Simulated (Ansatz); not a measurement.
**Random displacements in AlN**

Level of theory: DFT r2SCAN, scalar-relativistic, plane waves, PAW in Ansatz. Settings: plane waves to 500 eV, k-mesh 12×12×6 (Γ-centred), Gaussian smearing 0.05 eV. No spin polarisation. Energies are free energies at this smearing, counted from the undisturbed cell; pressure is positive in compression.

Zero of the scan (as given, not relaxed at this level):

```
Al N
1.0
     3.11100    0.00000    0.00000
    -1.55550    2.69421    0.00000
     0.00000    0.00000    4.97800
Al N
2 2
Direct
  0.33333 0.66667 0.00000
  0.66667 0.33333 0.50000
  0.33333 0.66667 0.38500
  0.66667 0.33333 0.88500
```

The atoms are displaced (Å, in the unstrained cell):

| atom | ux | uy | uz |
| --- | --- | --- | --- |
| Al1 | -0.097 | -0.040 | -0.033 |
| Al2 | 0.140 | 0.084 | 0.032 |
| N3 | -0.249 | 0.142 | -0.099 |
| N4 | 0.207 | -0.185 | 0.100 |

Strain (Voigt, engineering shear): (-0.0096, -0.0252, 0.0241, -0.0489, -0.1072, 0.0144).

What are the energy change, the stress and the forces?

ΔE = 555.0 meV/atom; stress (xx, yy, zz, yz, xz, xy; compression positive) (17.02, 37.02, -0.34, 8.98, 10.63, 27.77) GPa; gap on the mesh 3.53 eV.
```
atom Fx (eV/Å) Fy Fz
 Al1       4.77   1.01   3.37
 Al2      -3.30  -1.27   0.38
  N3       3.53   0.43   0.62
  N4      -5.00  -0.17  -4.37
```

Cost: 1 run of about 0.46 core-minutes, on Oxide Virtual Turin-like Processor (Zen 5) (shared hosts).